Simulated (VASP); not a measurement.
# Ir: energy at fixed spin moment

Ir, Fm-3m (no. 225), 1 atom in the cell. PBE, fixed spin moment; PAW potentials Ir (PBE set).

Volume against the source cell: 1.

## Input

INCAR.step1:
```
PREC = Accurate
ENCUT = 450
EDIFF = 1E-7
NELM = 200
ALGO = Normal
ISMEAR = 1
SIGMA = 0.1
LREAL = F
LASPH = T
LMAXMIX = 4
LORBIT = 11
LWAVE = F
LCHARG = F
GGA = PE
ISPIN = 2
ISIF = 2
NUPDOWN = 0.0
MAGMOM = 0
```

INCAR.step2, as INCAR.step1 but for:
```
- NUPDOWN = 0.0
- MAGMOM = 0
+ NUPDOWN = 0.13
+ MAGMOM = 0.13
```

INCAR.step3 to INCAR.step9 change the same tags again: MAGMOM = 0.26, 0.39, 0.52, 0.65, 0.78, 0.91, 1.04; NUPDOWN = 0.26, 0.39, 0.52, 0.65, 0.78, 0.91, 1.04.

INCAR.step10, as INCAR.step9 but for:
```
- NUPDOWN = 1.04
```

KPOINTS:
```
k-points
0
Gamma
  18 18 18
```

POSCAR:
```
Ir
1.0
    0.0000000000      1.9156000000      1.9156000000
    1.9156000000      0.0000000000      1.9156000000
    1.9156000000      1.9156000000      0.0000000000
Ir
1
Direct
    0.0000000000      0.0000000000      0.0000000000
```

Commands (each step's output is kept before the next begins):
```
cat potpaw_PBE.64/Ir/POTCAR > POTCAR
cp INCAR.step1 INCAR
mpirun -np 4 vasp_std > vasp.out
rm WAVECAR CHG
cp INCAR.step2 INCAR
mpirun -np 4 vasp_std > vasp.out
rm WAVECAR CHG
cp INCAR.step3 INCAR
mpirun -np 4 vasp_std > vasp.out
rm WAVECAR CHG
cp INCAR.step4 INCAR
mpirun -np 4 vasp_std > vasp.out
rm WAVECAR CHG
cp INCAR.step5 INCAR
mpirun -np 4 vasp_std > vasp.out
rm WAVECAR CHG
cp INCAR.step6 INCAR
mpirun -np 4 vasp_std > vasp.out
rm WAVECAR CHG
cp INCAR.step7 INCAR
mpirun -np 4 vasp_std > vasp.out
rm WAVECAR CHG
cp INCAR.step8 INCAR
mpirun -np 4 vasp_std > vasp.out
rm WAVECAR CHG
cp INCAR.step9 INCAR
mpirun -np 4 vasp_std > vasp.out
rm WAVECAR CHG
cp INCAR.step10 INCAR
mpirun -np 4 vasp_std > vasp.out
```

## Result

- Moment at the minimum, by a parabola in the squared moment through the lowest point and its neighbours (muB per cell): 0.00
- Energy there by the same parabola, against the smallest moment (meV/atom): 0.0
- Moment left free (muB per cell): 0.00

Energy at fixed total moment:

| Moment (muB per cell) | Energy (meV/atom) | Pressure (GPa) |
|---|---|---|
| 0.00 | 0.0 | 12.1 |
| 0.13 | 5.5 | 12.3 |
| 0.26 | 27.7 | 12.9 |
| 0.39 | 63.3 | 13.9 |
| 0.52 | 108.2 | 15.2 |
| 0.65 | 159.5 | 16.7 |
| 0.78 | 219.4 | 18.5 |
| 0.91 | 292.3 | 20.8 |
| 1.04 | 379.0 | 23.3 |

VASP 6.6.1 took 235 s on 4 cores (Intel Xeon Platinum 8259CL @ 2.50GHz (Skylake/Cascade Lake)), a shared host.
